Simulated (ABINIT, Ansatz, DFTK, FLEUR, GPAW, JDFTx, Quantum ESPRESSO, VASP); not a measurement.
# MnS: 8 runs at one level of theory

```xyz
2
Lattice="1.8300 1.0565 2.9709 -1.8300 1.0565 2.9709 0.0000 -2.1131 2.9709" Properties=species:S:1:pos:R:3 pbc="T T T"
Mn    0.0000    0.0000    0.0000
S     0.0000    0.0000    4.4564
```

The cell is a database's computed one, not the measured one.

Alike in all runs: task single point; functional PBE; k mesh 9 × 9 × 9; occupations fermi-dirac, width 0.05 eV; collinear spin, ferromagnetic start; no spin-orbit coupling. Pressure is positive in compression and, in plane waves, holds the error of the finite cutoff, which Ansatz's Pulay term estimates and takes out.

| program and potentials | plane-wave cutoff (eV) | notes | pressure (GPa) | net moment per atom (μB) |
| --- | --- | --- | --- | --- |
| Ansatz, Ansatz PAW | 420 | 10.5 valence electrons an atom on average; Pulay term of +0.04 GPa included | -1.58 | 2.33 |
| JDFTx, PseudoDojo-SR-PBE-0.5-standard with smoothed tails | 1306 | 10.5 valence electrons an atom on average | -0.64 | 2.36 |
| GPAW, GPAW PAW data sets (gpaw-data 1.2.1) | 600 | 10.5 valence electrons an atom on average | -1.66 | 2.32 |
| Quantum ESPRESSO, SSSP 1.3 efficiency PBE | 884 | 10.5 valence electrons an atom on average | -1.41 | 2.34 |
| DFTK, PseudoDojo SR PBE 0.4.1 standard (PBE) | 1306 | 10.5 valence electrons an atom on average | -0.64 | 2.36 |
| ABINIT, JTH PAW PBE v2.0 | 707 | 10.5 valence electrons an atom on average | -1.38 | 2.33 |
| VASP, PBE PAW files Mn_pv, S, 520 eV | 520 | 9.5 valence electrons an atom on average | -1.57 | 2.33 |
| FLEUR, all-electron, FLAPW | - | - | - | 2.33 |

The pressure spans -1.66 (GPAW, GPAW PAW data sets (gpaw-data 1.2.1)) to -0.64 GPa (DFTK, PseudoDojo SR PBE 0.4.1 standard (PBE)). The net moment per atom spans 2.32 (GPAW, GPAW PAW data sets (gpaw-data 1.2.1)) to 2.36 μB (DFTK, PseudoDojo SR PBE 0.4.1 standard (PBE)), with all-electron results at 2.33. The state is the one that the start led to, which needn't be the lowest.

Differences between rows come from potentials, basis sets and numerical settings, since the functional is the same but for its coding. Runs on potential files found faulty are left out.
